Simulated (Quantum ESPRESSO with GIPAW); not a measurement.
# HfO2: how strain moves the 17O line

GIPAW runs (PBEsol, plane-wave PAW from pslibrary 1.0.0 recipes, cutoffs 55 and 330 Ry, one 4×4×6 mesh for all shielding runs; Quantum ESPRESSO with GIPAW, a patched development version; no spin-orbit coupling, no macroscopic shape term) on HfO2, space group P4_2/mnm before straining. The cell below is strained along the z axis of the cell given, with the other two held, and the atoms are relaxed in pw.x at each strain, zero included.

```
CELL_PARAMETERS angstrom
4.81353 0.00000 0.00000
0.00000 4.81353 0.00000
0.00000 0.00000 3.20542
ATOMIC_POSITIONS crystal
Hf 0.50000 0.50000 0.50000
Hf 0.00000 0.00000 0.00000
O 0.80593 0.19407 0.50000
O 0.69407 0.69407 0.00000
O 0.30593 0.30593 0.00000
O 0.19407 0.80593 0.50000
```

The cell is a computed entry of the Materials Project; it need not be the form that is stable at ambient conditions.

The bonds are those of O (atom 3; bound to Hf3). One row is withheld.

```csv
strain (%),mean bond (Å),σ_iso Hf (ppm),σ_iso O (ppm),span O (ppm)
-2,2.0632,4878.50,-110.33,219.3
-1.5,2.0671,4886.27,-110.81,218.8
-1,2.0710,4893.15,-111.37,218.7
0,2.0789,4904.57,-112.68,218.7
+0.5,2.0829,4909.06,-113.45,219.2
+1,2.0868,?,?,?
+2,2.0949,4918.52,-116.06,220.8
```

**Task.** Fit σ_iso of O against strain, judge whether a straight line is enough, and predict the withheld row at +1 %.

1. With n = 6: Σx = -2.000, Σy = -674.70, Σx² = 11.5000, Σxy = 209.400.

2. Slope b = (nΣxy − ΣxΣy)/(nΣx² − (Σx)²) = -1.43 ppm per %, intercept a = (Σy − bΣx)/n = -112.93 ppm.

3. Residuals (run less line), in the order of the table: -0.26, -0.03, +0.13, +0.25, +0.19, -0.27 ppm. They bend in one sense; the largest is 4.7 % of the range of σ, so a quadratic term is needed: σ = -112.69 − 1.436 x − 0.127 x², with residuals of 0.01 ppm or less.

4. At +1 % (inside the fitted range) the line gives -114.36 ppm and the parabola -114.25 ppm.

5. The run gives:

```csv
strain (%),mean bond (Å),σ_iso Hf (ppm),σ_iso O (ppm),span O (ppm)
+1,2.0868,4912.97,-114.24,219.4
```

Prediction less run: the line misses by -0.12 ppm, the parabola by -0.01 ppm. By the parabola, a strain of +1 % changes σ of O by -1.56 ppm and one of −1 % by +1.31 ppm; the mean slope is -1.43 ppm per %, or 1.8 ppm for 0.01 Å of mean bond length. The shift moves the opposite way, scaled by the slope of a reference line. Over the table σ of Hf goes from 4878.50 to 4918.52 ppm. Zero strain is the database's lattice with relaxed atoms, not this functional's rest cell, and neither cutoff nor mesh was tested for the slopes. The omitted shape term, common to all sites, changes with strain too. This build of gipaw.x prints that it is not audited and that its numbers are no references by themselves. The relaxations ran on cheaper settings and stop at small residual forces, which adds noise that small residuals can't be told from. 17O is quadrupolar, so a real line also moves with the field gradient, which is not computed here.

[Banner, clock, file and message-heading lines were taken out of the pw.x and gipaw.x logs.]

[Logs are printed without paths, hosts, clocks, repeated set-up lines and the standing remarks that a program may print on its own settings, such as how far it seeks lower states.]

[Hosts, paths, dates, database ids (printed as entryN), source tags and the programs' standing remarks are cut or masked in the printed files.]
